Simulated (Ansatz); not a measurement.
# CdTe: a single-point run

The task is a single-point run on CdTe. The structure is shown as the input types it. The cell is built on a prototype (rocksalt) and needn't be the phase found in nature.

Method: density functional or hybrid calculation with the settings of its input, plane waves (as first typed), in Ansatz 0.2.0.

6 further runs of the same task are left out: 6 that didn't finish.

### Step 1. The starting structure

It takes space group Fm-3m (No. 225, cubic). The conventional cell has a = 6.089 Å, b = 6.089 Å, c = 6.089 Å, α = 90.00°, β = 90.00°, γ = 90.00°. Around Cd (site symmetry m-3m) lie 6 Te at 3.04 Å. Te (site symmetry m-3m) is surrounded by 6 Cd at 3.04 Å.

Coordinates:

```cif
data_structure
_symmetry_space_group_name_H-M 'Fm-3m'
_symmetry_Int_Tables_number 225
_cell_length_a 6.0887
_cell_length_b 6.0887
_cell_length_c 6.0887
_cell_angle_alpha 90.000
_cell_angle_beta 90.000
_cell_angle_gamma 90.000
_cell_volume 225.72
loop_
_atom_site_label
_atom_site_type_symbol
_atom_site_symmetry_multiplicity
_atom_site_Wyckoff_symbol
_atom_site_fract_x
_atom_site_fract_y
_atom_site_fract_z
_atom_site_occupancy
Cd1 Cd 4 a 0.00000 0.00000 0.00000 1
Te1 Te 4 b 0.50000 0.00000 0.00000 1
```

### Step 2. The run

File input.yaml:

```yaml
crystal:
  lattice:
    - [0.0, 3.0443556749, 3.0443556749]
    - [3.0443556749, 0.0, 3.0443556749]
    - [3.0443556749, 3.0443556749, 0.0]
  atoms:
    - { symbol: Cd, position: [0.0, 0.0, 0.0] }
    - { symbol: Te, position: [0.5, 0.5, 0.5] }
kpoints:
  mp_grid: { grid: [6, 6, 6] }
hamiltonian:
  xc: r2scan
scf:
  occupations: { method: methfessel_paxton, width: 1.5 }
  n_extra_bands: 4
output:
  forces: true
  stress: true
  eigenvalues: true
```

Run with:

```
> ansatz run input.yaml --threads 4 --pin off --max-ram 3686MiB --backend cpu --events-out ev --progress --plain --runs-dir out
```

**Question.** How will this run end, and is anything wrong with its input?

The run converged and reported no error. That alone doesn't make the input a sound one.

The suspect setting: scf.occupations.method is methfessel_paxton; scf.occupations.width is 1.5. The width is far wider than usual, so occupations near the Fermi level are blurred and the entropy term grows.

To check: set scf.occupations.method to fermi_dirac and scf.occupations.width to 0.02.
